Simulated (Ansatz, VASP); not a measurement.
## BAs: VASP beside Ansatz

```
CELL_PARAMETERS angstrom
0.00000 2.38850 2.38850
2.38850 0.00000 2.38850
2.38850 2.38850 0.00000
ATOMIC_POSITIONS crystal
B 0.00000 0.00000 0.00000
As 0.75000 0.75000 0.75000
```

Alike in both runs: task electric field gradients; functional r2SCAN; k mesh 13 × 13 × 13; occupations fermi-dirac, width 0.05 eV; no spin polarisation.

|  | VASP | Ansatz |
| --- | --- | --- |
| version | VASP 6.6.1 | Ansatz 0.2.0 |
| potentials or method | VASP PAW PBE potentials, release 64 (B, As) | PAW with Ansatz's default frozen-core files, scalar-relativistic |
| plane-wave cutoff (eV) | 520 | 500 |
| valence electrons in the cell | 8 | 18 |

```csv
,VASP,Ansatz,Ansatz less VASP
pressure (GPa),0.9,0.6,-0.25
Vzz of the field gradient on the site that differs most (V/Å²),0.0,0.0,0.00
```

The two sets of potentials don't hold the same shells in valence.

Caveats: the PAW data sets were made with another functional, which shifts forces and pressure a little (VASP). A k mesh can miss the band edges.
